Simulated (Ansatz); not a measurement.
## In₂GaP₃ polymorphs, one row open

All numbers below come from DFT PBE, scalar-relativistic, plane waves, PAW (Ansatz 0.2.0). All cells share a 420 eV cutoff and Γ-centred k meshes spaced at most about 0.3 Å⁻¹ (about 0.25 or finer for metals, 2π included). No spin polarisation.

All energies are static (0 K, no zero-point motion). Rows are sorted by volume; energies count from the lowest form computed. Coordination counts P atoms around Ga and In (those within 1.25 times the shortest such distance or 1.15 times the sum of covalent radii; a plus sign parts nearer from farther groups; the shortest distance is added where it is long for a bond). The table shows 7 of 8 forms computed.

```csv
row,form,source,atoms,coordination,V (Å³/atom),gap on mesh (eV),ΔE (meV/atom)
1,P-3m1,invented,6,"In 6, Ga 6",19.9,0,284
2,I4/mmm,invented,6,"In 6, Ga 6",20.0,0,?
3,P-4m2,invented,6,"In 5, Ga 4+4",20.2,0,492
4,Cmmm,invented,6,"In 6+2 from 3.1 Å, Ga 4",21.5,0,391
5,R-3m,invented,6,"In 3, Ga 6",22.8,0,584
6,P6/mmm,invented,6,"In 6, Ga 12 from 3.8 Å",24.2,0,767
7,P3m1,invented,6,"In 4, Ga 4",24.6,0.42,0
```

The cell of row 2:

```
CELL_PARAMETERS angstrom
-1.92234 1.92234 8.11862
1.92234 -1.92234 8.11862
1.92234 1.92234 -8.11862
ATOMIC_POSITIONS crystal
In 0.83341 0.83341 0.00000
In 0.16659 0.16659 0.00000
Ga 0.50000 0.50000 0.00000
P 0.00000 0.00000 0.00000
P 0.66101 0.66101 0.00000
P 0.33899 0.33899 0.00000
```

Question: How far above the lowest form does the open row lie?

Answer: 0.30 eV/atom, which puts it above row 1 and below row 4. Counting P atoms around Ga and In, row 2 has In 6, Ga 6 and the lowest form (row 7) has In 4, Ga 4.

An observed structure of this formula, if there is one, may be missing.

For metals, differences of a few meV/atom aren't resolved. Kohn–Sham gaps at this level usually fall short of measured ones. Cells relaxed within their symmetry can be saddle points. Some structure types and database cells were kept out of the candidates from the start, so a known form may be missing.
